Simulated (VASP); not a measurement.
## GaN under changes of volume

One of the cells (11.537 Å³/atom); the others are scaled copies at fixed shape and fractional positions:

```
Ga N
1.0
     3.20106    0.00000    0.00000
    -1.60053    2.77220    0.00000
     0.00000    0.00000    5.20021
Ga N
2 2
Direct
  0.66667 0.33333 0.50000
  0.33333 0.66667 0.00000
  0.66667 0.33333 0.87500
  0.33333 0.66667 0.37500
```

```yaml
Program: VASP 6.6.1
Functional: PBE
Potentials_or_basis: VASP PAW PBE potentials, release 64 (Ga_d, N)
Cutoff: 520 eV
k_mesh: 10 × 10 × 5
Occupations: fermi-dirac, width 0.05 eV
Spin: no spin polarisation
```

```csv
volume (Å³/atom),energy over the lowest point (meV/atom),pressure (GPa),gap on the mesh (eV),largest force (eV/Å)
10.632,?,?,?,?
10.858,43.49,16.3,2.25,0.146
11.084,23.71,11.6,2.11,0.140
11.537,2.56,3.5,1.84,0.129
11.763,0.00,0.1,1.71,0.124
11.989,2.07,-3.1,1.58,0.119
```

What does the run at 10.632 Å³/atom give?

Energy over the lowest point 70.33 meV/atom; pressure 21.5 GPa; gap on the mesh 2.39 eV; largest force 0.152 eV/Å.

Worked out: A Birch-Murnaghan fit of order 3 (a polynomial in V^(-2/3)) to the other rows has its minimum at 11.77 Å³/atom with B0 = V·E''(V) = 170 GPa and B' = 4.5 at fixed shape and positions, which overstates the stiffness. It gives 70.34 meV/atom at 10.632 Å³/atom, against the run's 70.33, and -dE/dV = 21.7 GPa, against 21.5. A straight line through the other rows of the gap, of slope -6.75 eV per unit of ln V (its deformation potential), extrapolates to 2.39 eV, against the run's 2.39.

Energies are extrapolated to zero smearing.

Spin-orbit coupling on Ga is left out.
